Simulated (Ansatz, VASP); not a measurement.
## BP in two plane-wave programs

One calculation is typed for both programs; each brings its own data sets and cutoff. How far apart do they land? The cell is a member of a volume series, scaled by 0.985 from a relaxed one, so a pressure remains.

Method: plane waves, with VASP 6.6.1 beside it; single point at HSE06, in Ansatz 0.2.0.

## (1) Starting point

Symmetry: F-43m, No. 216, cubic system. The conventional cell has a = 4.500 Å, b = 4.500 Å, c = 4.500 Å, α = 90.00°, β = 90.00°, γ = 90.00°. P has 4 B at 1.95 Å nearest. Nearest to B lie 4 P at 1.95 Å. Farther neighbours are not listed.

## (2) Ansatz: single point, HSE06, volume scaled by 0.985

Ansatz runs on its default PAW (the set named soft_2) files.

A single point gives forces, pressure and levels at one fixed geometry, so differences don't come from the geometry; what else differs is listed under the comparison.

input.yaml reads:

```yaml
crystal:
  lattice:
    - [0.0, 2.24976081, 2.24976081]
    - [2.24976081, 0.0, 2.24976081]
    - [2.24976081, 2.24976081, 0.0]
  atoms:
    - { symbol: P, position: [0.75, 0.75, 0.75] }
    - { symbol: B, position: [0.0, 0.0, 0.0] }
hamiltonian:
  xc: { exchange: pbe, correlation: pbe, exx: { coeff: 0.25, omega: 0.2 } }
  pseudopotentials: { kind: paw }
kpoints:
  mp_grid: { grid: [5, 5, 5] }
scf:
  occupations: { method: gaussian, width: 0.03 }
  n_extra_bands: 4
output:
  forces: true
  stress: true
  eigenvalues: true
```

Command:

```bash
$ ansatz run input.yaml --threads 4 --pin off --max-ram 9216MiB --backend cpu --events-out ev --progress --plain --runs-dir out
```

Numbers of over 12 decimals in the logs are rounded to 6 here.

Log:

```text
Warning: output.stress: scf.convergence.dr2_threshold = 1e-7 eV (the SCF's general default) is looser than the 2e-10 eV advised for a printed stress (1e-10 eV for each atom of the cell: 2). What an SCF threshold leaves in a stress goes as its square root, and in the free energy as the threshold itself, and one threshold admits the most on a small cell: [figures from the program's tests cut] Set scf.convergence.dr2_threshold to 2e-10 eV or tighter. The threshold is an SCF's pass mark: one that does not reach it within its budget of iterations ends unconverged, or closes short of it on a stop that the run arms, and scf.convergence.dr2_threshold's page says what that costs each kind of run
Warning: output.stress: scf.exx.energy_threshold = 1e-6 eV is looser than the 2e-8 eV advised for a stress under a hybrid functional (1e-8 eV for each atom of the cell: 2). Every SCF of the exchange loop can meet its threshold on dr2 while the loop round them stops early: no threshold on dr2 bounds what that leaves in the stress. Set scf.exx.energy_threshold to 2e-8 eV or tighter. The threshold is the loop's pass mark: a loop that does not reach it within its budget of cycles ends unconverged, and scf.exx.energy_threshold's page has the law
scf.n_extra_bands = 4 over 4 filled bands (N_el = 8.0): the run solves 8 bands
Engine: ansatz 0.2.0, aarch64-unknown-linux-gnu
Pseudopotentials: kind: paw
Pseudopotential: P, paw, valence charge 5, recommended cutoff 420 eV (normal), P.paw.azcp
Pseudopotential: B, paw, valence charge 3, recommended cutoff 420 eV (normal), B.paw.azcp
Functional definition: unnamed
  parameter a_1 = 0.25
  parameter omega_1 = 0.2/angstrom
  exchange = pbe_x + (-a_1)*pbe_x_sr(omega_1) + a_1*exact_x_sr(omega_1)
  correlation = pbe_c
Crystal: 2 atoms, lattice volume = 22.774 Å³
Basis set: ecut = 420 eV, 459 PW (Γ), exchange–correlation on 48×48×48 points (8 copies of the dense FFT grid, shifted against one another)
Bands: 8, of which v1, the nominal top of the filled ones, is band 4 counted from 1 (3 counted from 0)
Symmetry: 24 space group operations
Space group: F-43m (ITA 216), of the structure as read, at distance tolerance 2.8e-5 Å
k-points: 10 of 125 (time reversal used)
Non-local potential: P, projectors of the file, l = 0: 2, l = 1: 2, l = 2: 2
Non-local potential: B, projectors of the file, l = 0: 2, l = 1: 2, l = 2: 1
PAW form: soft (Blöchl's): semilocal exchange-correlation on the pseudo side does not see the compensation charge
PAW frozen core: P, regenerated for the run's functional, and the local potential with it (the file was generated under x = pbe(κ = 0.804, μ = 0.219515), c = pbe(β = 0.066725))
PAW frozen core: B, regenerated for the run's functional, and the local potential with it (the file was generated under x = pbe(κ = 0.804, μ = 0.219515), c = pbe(β = 0.066725))
PAW one-centre angular grid: P, 110 points (default); XC on 64 Gauss nodes
PAW one-centre angular grid: B, 110 points (default); XC on 64 Gauss nodes
Initial density: superposition of atomic densities (neutral atoms: chi_scale 0, normalization atom), corrected by the library's trained network
Initial wavefunctions: pseudopotential atomic-orbital guess
Functional: x = pbe(κ = 0.804, μ = 0.219515), c = pbe(β = 0.066725), warm-up for x = pbe(κ = 0.804, μ = 0.219515) + 0.25 (exact − pbe) at short range (hse, ω = 0.2 Å⁻¹), c = pbe(β = 0.066725)
SCF iter   1: F=—  HF=-912.375544 eV  |F-HF|=—  |Δ(HF+E_count)|=         —  Δρ=9.63e-4  dr2=7.30e-5  ethr=1.77e-3  ⟨swp⟩=2.0  Hψ=544  notcnv=0
preconditioner: auto → none  [insulator: Δε(μ)=1.199 eV  Ē_g=13.021 eV  σ=0.030 eV  W_gap=1.00  n_scr=0 (ndim 8)  ℏωp=22.0 eV  f_vac=0.000  D(μ)=0.00/eV (n_scr^D=0)]
SCF iter   2: F=-912.375688 eV  HF=-912.375647 eV  |F-HF|=4.09e-5  |Δ(HF+E_count)|=   1.03e-4  Δρ=4.62e-4  dr2=1.09e-5  ethr=9.13e-7  ⟨swp⟩=2.9  Hψ=150  notcnv=0  defer=1
SCF 1 stopped early in 2 iterations: F = -912.375688 eV  dr2 = 1.09e-5
  greatest PAW one-centre occupation: 0.774 electrons in one spin orbital (limit 2), on the P atom at site 0 (counted from 0), in its partial waves of l = 0
Initial density: handed on by an earlier stage of this run
Initial wavefunctions: those handed on with the density
Functional: x = pbe(κ = 0.804, μ = 0.219515) + 0.25 (exact − pbe) at short range (hse, ω = 0.2 Å⁻¹), c = pbe(β = 0.066725)
Exchange kernel: α = 0.2500, screened, ω = 0.2000 Å⁻¹, Wigner–Seitz truncation, v(0) = 1101.7033 eV·Å³, q-mesh 5×5×5, nearest image of the exchange supercell L = 15.91 Å, pair-density grid 12×12×12, without the augmentation charges, whose exchange is taken in its separable form by FFT convolution over the k-point mesh (sized by the pseudopotential files, 18×18×18 at the most), smooth part of the exact exchange by density-matrix convolution
Frozen-core exchange: fock
SCF iter   1: F=—  HF=-913.081865 eV  |F-HF|=—  |Δ(HF+E_count)|=         —  Δρ=4.42e-3  dr2=2.40e-3  ethr=1.36e-6  ⟨swp⟩=7.3  Hψ=428  notcnv=0
preconditioner: auto → none  [insulator: Δε(μ)=1.917 eV  Ē_g=14.863 eV  σ=0.030 eV  W_gap=1.00  n_scr=0 (ndim 8)  ℏωp=22.0 eV  f_vac=0.000  D(μ)=0.00/eV (n_scr^D=0)]
SCF iter   2: F=—  HF=-913.080932 eV  |F-HF|=—  |Δ(HF+E_count)|=   9.33e-4  Δρ=2.00e-3  dr2=5.82e-4  ethr=1.36e-6  ⟨swp⟩=3.0  Hψ=166  notcnv=0
SCF iter   3: F=—  HF=-913.082796 eV  |F-HF|=—  |Δ(HF+E_count)|=   1.86e-3  Δρ=6.07e-4  dr2=4.51e-5  ethr=1.36e-6  ⟨swp⟩=3.5  Hψ=182  notcnv=0
iter 4 solved again at ethr=7.98e-9 eV; its pass at ethr=5.06e-7 eV (dr2=6.39e-7 eV) is discarded
SCF iter   4: F=—  HF=-913.082781 eV  |F-HF|=—  |Δ(HF+E_count)|=   1.51e-5  Δρ=7.20e-5  dr2=3.57e-6  ethr=7.98e-9  ⟨swp⟩=3.0  Hψ=309  notcnv=0
SCF iter   5: F=-913.082805 eV  HF=-913.082805 eV  |F-HF|=5.32e-7  |Δ(HF+E_count)|=   2.47e-5  Δρ=8.03e-5  dr2=1.02e-6  ethr=7.98e-9  ⟨swp⟩=3.9  Hψ=189  notcnv=0
SCF 2 stopped early in 5 iterations: F = -913.082805 eV  dr2 = 1.02e-6
  greatest PAW one-centre occupation: 0.771 electrons in one spin orbital (limit 2), on the P atom at site 0 (counted from 0), in its partial waves of l = 0
hybrid outer 1: dexx = +2.329e-3 eV, tail = 3.41e-6 eV
Exchange kernel: α = 0.2500, screened, ω = 0.2000 Å⁻¹, Wigner–Seitz truncation, v(0) = 1101.7033 eV·Å³, q-mesh 5×5×5, nearest image of the exchange supercell L = 15.91 Å, pair-density grid 12×12×12, without the augmentation charges, whose exchange is taken in its separable form by FFT convolution over the k-point mesh (sized by the pseudopotential files, 18×18×18 at the most), smooth part of the exact exchange by density-matrix convolution
Frozen-core exchange: fock
SCF iter   1: F=—  HF=-913.082794 eV  |F-HF|=—  |Δ(HF+E_count)|=         —  Δρ=1.97e-5  dr2=1.29e-7  ethr=2.13e-7  ⟨swp⟩=4.0  Hψ=204  notcnv=0
preconditioner: auto → none  [insulator: Δε(μ)=1.966 eV  Ē_g=14.873 eV  σ=0.030 eV  W_gap=1.00  n_scr=0 (ndim 8)  ℏωp=22.0 eV  f_vac=0.000  D(μ)=0.00/eV (n_scr^D=0)]
SCF iter   2: F=-913.082794 eV  HF=-913.082794 eV  |F-HF|=4.09e-10  |Δ(HF+E_count)|=   2.61e-8  Δρ=5.40e-6  dr2=4.39e-9  ethr=1.19e-9  ⟨swp⟩=3.0  Hψ=157  notcnv=0
SCF 3 converged in 2 iterations: F = -913.082794 eV  dr2 = 4.39e-9
  Residual-converged pass: ⟨swp⟩=3.0  Hψ=158  notcnv=0  max |occ|·‖R‖ = 2.2e-6 eV (tolerance 2.4e-6 eV)  dr2=4.45e-9  dr2_onsite=1.02e-10  max |Δocc| = 0.0e0
hybrid outer 2: dexx = +2.225e-8 eV, tail = 9.24e-9 eV, Δε = 1.51e-3 eV (about 1.16e-4 eV left of the loop's levels)
hybrid SCF converged: 2 outer / 7 inner (+2 warm-up), last move |dexx| = 2.22e-8 eV, tail = 9.24e-9 eV
Stability not checked: this state was not tested for a lower state beside it, because the functional holds exact exchange (a hybrid, or Hartree-Fock), whose exchange loop this test does not read (fock_operator; see scf.lower_state_search)
Free energy (F): -913.082794 eV
Frozen-core exchange: fock
Harris-Foulkes:  -913.082794 eV  (|F-HF|=4.09e-10)
Internal energy: -913.082794 eV  (E = F + TS)
E sigma→0 (E₀):  -913.082794 eV
Fermi energy:    10.177430 eV
--- Per-component energies (eV) ---
  E_band       = 15.457436
  E_kinetic    = 123.000926
  E_local      = -65.319382  (includes V_loc(G=0)·N_el)
  E_nonlocal   = 44.407762
  E_hartree    = 16.776878
  E_xc         = -77.685022
  E_vxc        = -81.921040  (∫ρ·V_xc dr)
  E_exx        = -13.971991  (= α·E_x^exact, valence–valence)
  E_paw        = -652.270746  (= ΣΔE_a)
  E_vpaw       = -10.320590  (= ΣTr[D̂ρ^β])
  E_aug_tail   = 0.000000  (compensation charges beyond the density's cutoff)
  E_ewald      = -287.932944
  E_core_change = -0.088275  (= ΣΔE_core)
  E_smearing   = -0.000000  (= −TS)
  E_closure    = -0.000000  (closes the sum)
  Σ components = -913.082794   (vs F -913.082794, Δ=0.00e0)
--- Forces (eV/Å), atoms counted from 1 ---
  atom   1  P      0.00000000    -0.00000000    -0.00000000
  atom   2  B     -0.00000000     0.00000000    -0.00000000
  max |Σ_I F_I| component: 2.78e-16 eV/Å
--- Stress (GPa, compression-positive) ---
        3.283352      -0.000000       0.000000
       -0.000000       3.283352       0.000000
       -0.000000       0.000000       3.283352
  P = ⅓ Tr σ = 3.2834 GPa (32.834 kbar)
--- Band table (eV; the first three rows and the last of 10) ---
  k-point 0: bands = ["-8.1417", "9.1948", "9.1948", "9.1948", "13.6049", "13.6049", "13.6049", "18.3327"]
  k-point 1: bands = ["-7.3413", "5.1569", "8.2605", "8.2605", "14.3340", "14.8340", "14.8340", "19.9793"]
  k-point 2: bands = ["-5.1636", "0.1641", "7.3474", "7.3474", "14.1711", "15.0517", "15.0517", "20.7501"]
  k-point 9: bands = ["-3.3192", "0.7579", "2.8671", "4.3939", "14.7990", "15.9368", "17.3325", "21.4455"]
```

Run time: 4.8 s. Hardware: 4 threads of Arm Neoverse N1, shared host; peak memory 0.49 GiB; 15 s of CPU time.

The column dr2 measures how far the density is from self-consistency, as an energy; F and HF (Harris–Foulkes) agree once it is small.

The run ends at a pressure of 3.28 GPa.

## (3) VASP: single point, HSE06, volume scaled by 0.985

The same cell, functional, mesh and smearing now go to VASP, with its own data sets and cutoff.

Lines of VASP's logs that name or quote its potential files are left out, and so is its time.

The run reads the wave functions of an earlier VASP run, which isn't shown here.

The input asks for a relaxation, which ended at its first step since no free force or stress exceeded the threshold; so it serves as a single point.

INCAR reads:

```
SYSTEM = BP
PREC = Accurate
ENCUT = 450
EDIFF = 1E-06
NELM = 100
ISMEAR = 0
SIGMA = 0.03
LREAL = .FALSE.
ALGO = Normal
LHFCALC = .TRUE.
AEXX = 0.25
GGA = PE
HFSCREEN = 0.2
LASPH = .TRUE.
NBANDS = 10
PRECFOCK = Fast
LORBIT = 11
LWAVE = .FALSE.
LCHARG = .FALSE.
KPAR = 2
IBRION = 2
NSW = 30
ISIF = 4
EDIFFG = -0.01
```

POSCAR reads:

```
BP
1.0
    0.0000000000      2.2497608118      2.2497608118
    2.2497608118      0.0000000000      2.2497608118
    2.2497608118      2.2497608118      0.0000000000
P B
1 1
Direct
    0.7500000000      0.7500000000      0.7500000000
    0.0000000000      0.0000000000      0.0000000000
```

KPOINTS reads:

```
Automatic mesh
0
Gamma
5 5 5
0 0 0
```

PAW data sets: P and B (PBE family, release 64).

Command:

```bash
$ mpirun -np 2 vasp_std
```

Log:

```text
[banner, memory and clock lines left out]
running    2 mpi-ranks, on    1 nodes
 distrk:  each k-point on    1 cores,    2 groups
 distr:  one band on    1 cores,    1 groups

 POSCAR found type information on POSCAR P B
 POSCAR found :  2 types and       2 ions
 LDA part: xc-table for (Slater+PW92), standard interpolation
 found WAVECAR, reading the header
 POSCAR, INCAR and KPOINTS ok, starting setup
 FFT: planning ... GRIDC
 FFT: planning ... GRID_SOFT
 FFT: planning ... GRID
 reading WAVECAR
 the WAVECAR file was read successfully
 initial charge from wavefunction
 entering main loop
       N       E                     dE             d eps       ncg     rms          rms(c)
DAV:   1    -0.148191927976E+02   -0.14819E+02   -0.31944E-01   210   0.378E+00    0.183E+00
DAV:   2    -0.148224385075E+02   -0.32457E-02   -0.11779E-02   224   0.757E-01    0.127E+00
DAV:   3    -0.148219435215E+02    0.49499E-03   -0.33625E-04   246   0.127E-01    0.738E-01
DAV:   4    -0.148217489896E+02    0.19453E-03   -0.85265E-05   234   0.595E-02    0.425E-01
DAV:   5    -0.148216860360E+02    0.62954E-04   -0.31853E-05   214   0.399E-02    0.245E-01
DAV:   6    -0.148216668068E+02    0.19229E-04   -0.10889E-05   216   0.235E-02    0.142E-01
DAV:   7    -0.148216611449E+02    0.56619E-05   -0.32763E-06   194   0.128E-02    0.823E-02
DAV:   8    -0.148216592867E+02    0.18581E-05   -0.97071E-07   100   0.745E-03    0.478E-02
DAV:   9    -0.148216587978E+02    0.48895E-06   -0.42053E-07   100   0.488E-03
   1 F= -.14821659E+02 E0= -.14821659E+02  d E =-.148217E+02
 curvature:   0.00 expect dE= 0.000E+00 dE for cont linesearch  0.000E+00
 trial: gam= 0.00000 g(F)=  0.603E-48 g(S)=  0.837E-33 ort = 0.000E+00 (trialstep = 0.100E+01)
 search vector abs. value=  0.100E-09
 reached required accuracy - stopping structural energy minimisation
```

OUTCAR, selected parts (step 3):

```text
ion  position               nearest neighbor table
   1  0.750  0.750  0.750-   2 1.95   2 1.95   2 1.95   2 1.95
   2  0.000  0.000  0.000-   1 1.95   1 1.95   1 1.95   1 1.95

  LATTYP: Found a face centered cubic cell.
 ALAT       =     4.4995216236

 Subroutine GETGRP returns: Found 24 space group operations
 (whereof 24 operations were pure point group operations)

The static configuration has the point symmetry T_d .

 Found     10 irreducible k-points:

   k-points           NKPTS =     10   k-points in BZ     NKDIM =    125   number of bands    NBANDS=     10

   dimension x,y,z NGX =    24 NGY =   24 NGZ =   24
   dimension x,y,z NGXF=    48 NGYF=   48 NGZF=   48

   ENCUT  =  450.0 eV  33.07 Ry    5.75 a.u.   5.50  5.50  5.50*2*pi/ulx,y,z

   NELECT =       8.0000    total number of electrons

 k-points in reciprocal lattice and weights: Automatic mesh
   0.00000000  0.00000000  0.00000000       0.008
   0.20000000  0.00000000  0.00000000       0.064
   0.40000000  0.00000000  0.00000000       0.064
   0.20000000  0.20000000  0.00000000       0.048
   0.40000000  0.20000000  0.00000000       0.192
  -0.40000000  0.20000000  0.00000000       0.192
  -0.20000000  0.20000000  0.00000000       0.096
   0.40000000  0.40000000  0.00000000       0.048
  -0.40000000  0.40000000  0.00000000       0.096
  -0.40000000  0.40000000  0.20000000       0.192

  exchange ACFDT corr.  =         0.00000000  see jH, gK, PRB 81, 115126

 average (electrostatic) potential at core
       1 -77.4737       2 -21.3562

 E-fermi :   7.4661

 k-point     1 :       0.0000    0.0000    0.0000
  band No.  band energies     occupation
      1     -10.0385      2.00000
      2       7.3022      2.00000
      3       7.3022      2.00000
      4       7.3022      2.00000
      5      11.7065      0.00000
      6      11.7065      0.00000
      7      11.7065      0.00000
      8      16.4392      0.00000
      9      20.1162      0.00000
    ...

 k-point     2 :       0.2000    0.0000    0.0000
  band No.  band energies     occupation
      1      -9.2377      2.00000
      2       3.2623      2.00000
      3       6.3673      2.00000
      4       6.3673      2.00000
      5      12.4417      0.00000
      6      12.9395      0.00000
      7      12.9395      0.00000
      8      18.0890      0.00000
      9      19.4448      0.00000
    ...

 k-point     3 :       0.4000    0.0000    0.0000
  band No.  band energies     occupation
      1      -7.0609      2.00000
      2      -1.7280      2.00000
      3       5.4549      2.00000
      4       5.4549      2.00000
      5      12.2794      0.00000
      6      13.1615      0.00000
      7      13.1615      0.00000
      8      18.8675      0.00000
      9      22.0140      0.00000
    ...

  Total        0.3855939      0.3855939      0.3855939      0.0000000     -0.0000000     -0.0000000
  in kB       27.1269937     27.1269937     27.1269937      0.0000000     -0.0000000     -0.0000000
  external PRESSURE =      27.1269937 kB  Pullay stress =       0.0000000 kB

  energy-cutoff  :      450.00
  volume of cell :       22.77
      direct lattice vectors                 reciprocal lattice vectors
     0.000000000  2.249760812  2.249760812    -0.222245848  0.222245848  0.222245848
     2.249760812  0.000000000  2.249760812     0.222245848 -0.222245848  0.222245848
     2.249760812  2.249760812  0.000000000     0.222245848  0.222245848 -0.222245848

 POSITION                                       TOTAL-FORCE (eV/Angst)
 -----------------------------------------------------------------------------------
      3.37464      3.37464      3.37464        -0.000000     -0.000000     -0.000000
      0.00000      0.00000      0.00000         0.000000      0.000000      0.000000
 -----------------------------------------------------------------------------------
    total drift:                                0.000000      0.000000      0.000000

  FREE ENERGIE OF THE ION-ELECTRON SYSTEM (eV)
  ---------------------------------------------------
  free  energy   TOTEN  =       -14.8216587978 eV

  energy  without entropy=      -14.8216587978  energy(sigma->0) =      -14.82165880

 reached required accuracy - stopping structural energy minimisation

 total charge
# of ion       s       p       d       tot
------------------------------------------
    1        0.988   1.613   0.000   2.601
    2        0.671   1.311   0.000   1.981
--------------------------------------------------
tot          1.659   2.924   0.000   4.582

[... 3 further parts left out ...]
```

CONTCAR:

```
BP
   1.00000000000000
     0.0000000000000000    2.2497608117999999    2.2497608117999999
     2.2497608117999999    0.0000000000000000    2.2497608117999999
     2.2497608117999999    2.2497608117999999    0.0000000000000000
  P               B
     1     1
Direct
     0.7500000000000000    0.7500000000000000    0.7500000000000000
     0.0000000000000000    0.0000000000000000    0.0000000000000000
```

The run keeps the 24 symmetry operations of its start, so it cannot find a distortion of lower symmetry.

## (4) Differences

Known differences besides the potentials themselves: exact exchange at q = 0 is treated differently, which shows on coarse meshes; VASP keeps PBE cores, Ansatz makes them for the functional; the cutoff is 420 eV in Ansatz and 450 eV in VASP; VASP takes a coarser grid for exact exchange (PRECFOCK = Fast). Total energies have different zeros and are not compared.

Compared:

| quantity | Ansatz | VASP | difference |
| --- | --- | --- | --- |
| pressure (GPa) | 3.28 | 2.71 | +0.57 |
| pressure without Ansatz's Pulay correction (GPa) | 3.15 | 2.71 | +0.44 |
| gap on the k mesh (eV) | 1.966 | 1.961 | +0.004 |

A gap on the mesh is an upper bound, since the band edges may lie between its points. Ansatz's pressure holds a Pulay correction of 0.13 GPa; VASP's holds none.

## (5) What came out

```
difference in gap on the k mesh (single point, HSE06, volume scaled by 0.985) : 0.0043 eV
difference in pressure (single point, HSE06, volume scaled by 0.985)          : 0.57 GPa
```

The difference in pressure is 0.57 GPa (single point, HSE06, volume scaled by 0.985), within the 1 GPa picked in this series as the mark of a large difference. Such differences can come from data sets, numerical settings and the points named under the comparisons, not from the functional's error against experiment.

[Lines on the potential files, build, host, timing and source positions are cut from VASP's logs without a mark.]

[Logs are printed without paths, hosts, clocks, repeated set-up lines and the standing remarks that a program may print on its own settings, such as how far it seeks lower states.]

[Hosts, paths, dates, database ids (printed as entryN), source tags and the programs' standing remarks are cut or masked in the printed files.]
